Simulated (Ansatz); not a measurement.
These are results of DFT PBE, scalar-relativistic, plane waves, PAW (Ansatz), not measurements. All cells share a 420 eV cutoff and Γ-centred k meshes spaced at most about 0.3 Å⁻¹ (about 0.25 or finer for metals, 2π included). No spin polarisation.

Temperature and zero-point effects are left out. Both are relaxed sheets, periodic along a and b.

Compare these two cells of Ca, each relaxed at this level.

A.

```
Ca
1.0
     3.82267    0.00000    0.00000
    -1.91133    3.31053    0.00000
     0.00000    0.00000   31.32350
Ca
2
Cartesian
  0.0000 0.0000 6.6681
  0.0000 0.0000 10.3320
```

B.

```
Ca
1.0
     7.31746    0.00000    0.00000
     0.00000    7.31746    0.00000
     0.00000    0.00000   23.80000
Ca
3
Direct
  0.00000 0.50000 0.29412
  0.50000 0.00000 0.29412
  0.00000 0.00000 0.29412
```

Task: Which form is favoured at zero pressure, and by what margin per atom?

Result: A is lower, by 0.71 eV/atom. A has layer group p6/mmm (No. 80), 6.3 Å²/atom and no gap on its mesh; B has layer group p4/mmm (No. 61), 17.8 Å²/atom and no gap. Counting all near atoms (those within 1.25 times the shortest distance at each site; a slash parts the counts of unlike sites), A has Ca 7 and B has Ca 2/4. In A, Ca at height 0.00 Å has 7 Ca at 3.66–3.82 Å. In B, Ca at height 0.00 Å has 2 Ca at 3.66 Å; Ca at height 0.00 Å has 4 Ca at 3.66 Å. Both come from invented guesses. The lowest form computed isn't among them: it has layer group p-3m1 (No. 72), 6.7 Å²/atom and lies 171 meV/atom below the best shown.

Cells relaxed within their symmetry can be saddle points. Some candidate types were left out of the draw beforehand, so a known form may be missing.
